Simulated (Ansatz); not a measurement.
Rock-salt LiI, treated with HSE06 (PAW; Ansatz, a first-principles code).

Run with plane-wave cutoff 460 eV, 8×8×8 k mesh, Fermi–Dirac smearing 0.01 eV, scalar-relativistic PAW data made under PBE.

On both sides of the equilibrium volume: at 25.831 Å³/atom the pressure is 0.83 GPa and the direct gap at Γ 5.513 eV; at 27.395 Å³/atom they are -0.43 GPa and 5.255 eV. The fitted bulk modulus is 20.6 GPa.

**Question.** Work out the volume deformation potential of this gap and its pressure coefficient, in two ways.

**Answer.** a_V = dE_g/d ln V = (5.255 − 5.513)/ln(27.395/25.831) = -4.39 eV. Since dP = −B d ln V, dE_g/dP = −a_V/B = 213 meV/GPa. Straight from the pressures: (5.513 − 5.255)/(0.83 − (-0.43)) = 205 meV/GPa. At this level and over this range the gap at Γ widens under pressure.

Spin–orbit coupling is not included; with these elements it can move the gap by several tenths of an eV or more.
